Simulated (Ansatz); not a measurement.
**PtSe2: levels along high-symmetry lines**

```yaml
crystal:
  lattice:
    - [5.78128, 0.00000, 0.00000]
    - [0.00000, 5.78128, 0.00000]
    - [0.00000, 0.00000, 4.02397]
  atoms:
    - { symbol: Pt, position: [0.00000, 0.00000, 0.00000] }
    - { symbol: Pt, position: [0.50000, 0.50000, 0.50000] }
    - { symbol: Se, position: [0.31035, 0.31035, 0.00000] }
    - { symbol: Se, position: [0.68965, 0.68965, 0.00000] }
    - { symbol: Se, position: [0.81035, 0.18965, 0.50000] }
    - { symbol: Se, position: [0.18965, 0.81035, 0.50000] }
```

Atom numbers follow the list: Pt1, Pt2, Se3, Se4, Se5, Se6.

The cell was built from the rutile type and relaxed in the same program, and has space group P4_2/mnm; it needn't be a known or the stable phase.

No spin–orbit coupling, which matters for the heavy atoms here.

These are results of Ansatz 0.2.0, DFT, PBE, all-electron LAPW, scalar-relativistic, not measurements.

The runs use a Γ-centred 5×5×8 k mesh, Fermi–Dirac smearing of 0.05 eV, basis error target 0.5 meV/atom, no spin polarisation.

Points in fractions of the reciprocal vectors of this cell: Γ (0, 0, 0), X (0, 0.5, 0), M (0.5, 0.5, 0), Z (0, 0, 0.5), R (0, 0.5, 0.5), A (0.5, 0.5, 0.5). The path joins them by straight lines in the order Γ–X–M–Γ–Z–R–A–Z–X; legs that retrace an earlier one aren't tabulated. Energies are in eV from the Fermi level.

Task: Metal or insulator at this level of theory?

Result: No gap opens: metallic or semimetallic.

Task: Tabulate bands 87 to 93, counted from the lowest band of the run, along the path.

Result: 
```csv
k (1/Å),point,band 87,band 88,band 89,band 90,band 91,band 92,band 93
0.00,Γ,-0.94,-0.59,0.21,0.21,0.48,2.12,2.41
0.14,,-0.97,-0.61,-0.14,0.37,0.41,2.32,2.38
0.27,,-1.08,-0.72,-0.65,0.10,0.89,2.15,2.30
0.41,,-1.32,-1.09,-0.64,-0.22,1.47,2.06,2.18
0.54,X,-1.25,-1.25,-0.50,-0.50,2.02,2.02,2.08
0.68,,-1.45,-1.45,-0.31,-0.31,1.77,1.77,2.11
0.82,,-1.67,-1.67,-0.02,-0.02,1.14,1.14,2.18
0.95,,-1.43,-1.43,0.11,0.11,0.42,0.42,2.24
1.09,M,-1.01,-1.01,-0.33,-0.33,0.34,0.34,2.27
1.28,,-1.84,-1.02,-0.33,0.26,0.32,1.03,2.16
1.47,,-1.29,-0.88,-0.30,0.17,0.28,2.05,2.30
1.66,,-1.00,-0.65,-0.08,0.22,0.32,2.22,2.39
1.86,Γ,-0.94,-0.59,0.21,0.21,0.48,2.12,2.41
2.05,,-1.09,-0.63,0.13,0.13,0.24,1.87,1.87
2.25,,-0.72,-0.43,-0.27,-0.16,-0.16,1.25,1.29
2.44,,-0.83,-0.71,-0.22,-0.22,-0.09,0.54,0.94
2.64,Z,-0.87,-0.87,-0.02,-0.02,0.14,0.14,0.70
2.77,,-0.87,-0.87,-0.34,-0.34,-0.02,-0.02,1.28
2.91,,-0.99,-0.99,-0.76,-0.76,-0.02,-0.02,2.11
3.04,,-1.32,-1.32,-0.82,-0.82,-0.02,-0.02,2.85
3.18,R,-1.44,-1.44,-0.84,-0.84,-0.02,-0.02,3.18
3.32,,-1.26,-1.26,-0.77,-0.77,-0.02,-0.02,3.00
3.45,,-0.79,-0.79,-0.57,-0.57,-0.02,-0.02,2.49
3.59,,-0.43,-0.43,-0.06,-0.06,0.02,0.02,1.74
3.72,A,-0.28,-0.28,-0.13,-0.13,0.86,0.86,0.89
3.91,,-0.70,-0.56,-0.42,-0.20,0.08,0.82,0.85
4.11,,-1.46,-0.79,-0.66,-0.20,0.14,0.62,0.80
4.30,,-0.97,-0.87,-0.83,-0.09,0.05,0.33,0.74
4.49,Z,-0.87,-0.87,-0.02,-0.02,0.14,0.14,0.70
4.73,,-0.85,-0.69,-0.30,-0.25,-0.11,0.06,1.19
4.97,,-0.84,-0.52,-0.45,-0.21,0.34,0.35,1.56
5.20,,-0.96,-0.70,-0.68,-0.29,1.26,1.37,1.89
5.44,X,-1.25,-1.25,-0.50,-0.50,2.02,2.02,2.08
```
